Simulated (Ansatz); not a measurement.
Ansatz input

```yaml
crystal:
  lattice:
    - [-1.933424974, 1.933424974, 1.933424974]
    - [1.933424974, -1.933424974, 1.933424974]
    - [1.933424974, 1.933424974, -1.933424974]
  atoms:
    - { symbol: In, position: [0.0, 0.0, 0.0] }
hamiltonian:
  xc: pbe
  pseudopotentials:
    kind: paw
    azcp:
      In: "pseudopotentials/In.paw.azcp"
basis:
  ecutwfc: 420
  fft_grid_basis: typed
kpoints:
  mp_grid: { grid: [13, 13, 13], shift: [0, 0, 0] }
magnetization:
  spin_polarized: false
scf:
  occupations: { method: fermi_dirac, width: 0.1 }
  lower_state_search: "off"
output:
  stress: true
```

Output

```
Engine: ansatz 0.2.0, x86_64-unknown-linux-gnu
Pseudopotentials: kind: paw
Pseudopotential: In, paw, valence charge 13, recommended cutoff 420 eV (normal) 
Functional definition: PBE
  parameter kappa = 0.804
  parameter beta = 0.06672455060314922
  exchange = pbe_x(kappa = kappa, mu = beta*pi^2/3)
  correlation = pbe_c(beta = beta)
Crystal: 1 atoms, lattice volume = 28.910 Å³
Basis set: ecut = 420 eV, 555 PW (Γ)
Bands: 11, of which v1, the nominal top of the filled ones, is band 7 counted from 1 (6 counted from 0)
Symmetry: 48 space group operations
Space group: Im-3m (ITA 229), of the structure as read, at distance tolerance 3.1e-5 Å
k-points: 84 of 2197
Non-local potential: In, projectors of the file, l = 0: 2, l = 1: 2, l = 2: 2, l = 3: 2
PAW form: soft (Blöchl's): semilocal exchange-correlation on the pseudo side does not see the compensation charge
PAW one-centre angular grid: In, 590 points (default); XC on 64 Gauss nodes
Initial density: superposition of atomic densities (neutral atoms: chi_scale 0, normalization atom), corrected by the library's trained network
Initial wavefunctions: pseudopotential atomic-orbital guess
Functional: x = pbe(κ = 0.804, μ = 0.2195149727645171), c = pbe(β = 0.06672455060314922)
SCF iter   1: F=—  HF=-5597.839180 eV  |F-HF|=—  |Δ(HF+E_count)|=         —  Δρ=7.06e-4  dr2=6.81e-5  ethr=1.77e-3  ⟨swp⟩=5.0  Hψ=5381  notcnv=0
SCF iter   2: F=—  HF=-5597.838753 eV  |F-HF|=—  |Δ(HF+E_count)|=   4.27e-4  Δρ=3.42e-4  dr2=3.00e-5  ethr=5.24e-7  ⟨swp⟩=2.1  Hψ=2075  notcnv=0
SCF iter   3: F=—  HF=-5597.838767 eV  |F-HF|=—  |Δ(HF+E_count)|=   1.45e-5  Δρ=2.64e-4  dr2=9.12e-6  ethr=2.31e-7  ⟨swp⟩=2.0  Hψ=1450  notcnv=0
SCF iter   4: F=—  HF=-5597.838766 eV  |F-HF|=—  |Δ(HF+E_count)|=   1.56e-6  Δρ=1.31e-4  dr2=2.40e-6  ethr=7.02e-8  ⟨swp⟩=1.0  Hψ=904  notcnv=0
SCF iter   5: F=—  HF=-5597.838764 eV  |F-HF|=—  |Δ(HF+E_count)|=   1.47e-6  Δρ=6.37e-5  dr2=7.34e-7  ethr=1.85e-8  ⟨swp⟩=2.0  Hψ=1448  notcnv=0
SCF iter   6: F=—  HF=-5597.838764 eV  |F-HF|=—  |Δ(HF+E_count)|=   3.45e-7  Δρ=3.24e-5  dr2=1.72e-7  ethr=5.64e-9  ⟨swp⟩=2.0  Hψ=1405  notcnv=0
SCF iter   7: F=-5597.838764 eV  HF=-5597.838764 eV  |F-HF|=2.95e-8  |Δ(HF+E_count)|=   1.01e-7  Δρ=1.20e-5  dr2=2.17e-8  ethr=7.69e-10  ⟨swp⟩=4.0  Hψ=2514  notcnv=0
SCF 1 converged in 7 iterations: F = -5597.838764 eV  dr2 = 2.17e-8
SCF converged after 7 iterations
Free energy (F): -5597.838764 eV
Harris-Foulkes:  -5597.838764 eV  (|F-HF|=2.95e-8)
Internal energy: -5597.821437 eV  (E = F + TS)
E sigma→0 (E₀):  -5597.830100 eV
Entropy (-TS):   -0.017327 eV (-17.327 meV/atom)
Fermi energy:    8.912919 eV
--- Per-component energies (eV) ---
  E_band       = -39.525259
  E_kinetic    = 240.305426
  E_local      = -1135.089265  (includes V_loc(G=0)·N_el)
  E_nonlocal   = 365.960985
  E_hartree    = 443.545561
  E_xc         = -215.622742
  E_vxc        = -99.422938  (∫ρ·V_xc dr)
  E_paw        = -4151.774784  (= ΣΔE_a)
  E_vpaw       = -298.376180  (= ΣTr[D̂ρ^β])
  E_aug_tail   = 0.000025  (compensation charges beyond the density's cutoff)
  E_ewald      = -1145.146644
  E_smearing   = -0.017327  (= −TS)
  E_closure    = 0.000000  (closes the sum)
  Σ components = -5597.838764   (vs F -5597.838764, Δ=0.00e0)
--- Stress (GPa, compression-positive) ---
       -1.254440       0.000000      -0.000000
        0.000000      -1.254440       0.000000
        0.000000       0.000000      -1.254440
  P = ⅓ Tr σ = -1.2544 GPa (-12.544 kbar)
```

Command:

```sh
ansatz run input.yaml --threads 1 --pin off --max-ram 3584MiB --backend cpu --events-out ev --progress --plain --runs-dir out
```

On 1 thread of Intel(R) Xeon(R) Platinum 8259CL CPU @ 2.50GHz (Skylake/Cascade Lake) (shared host) this took about 2.6 s of wall time and 2.3 s of CPU time.
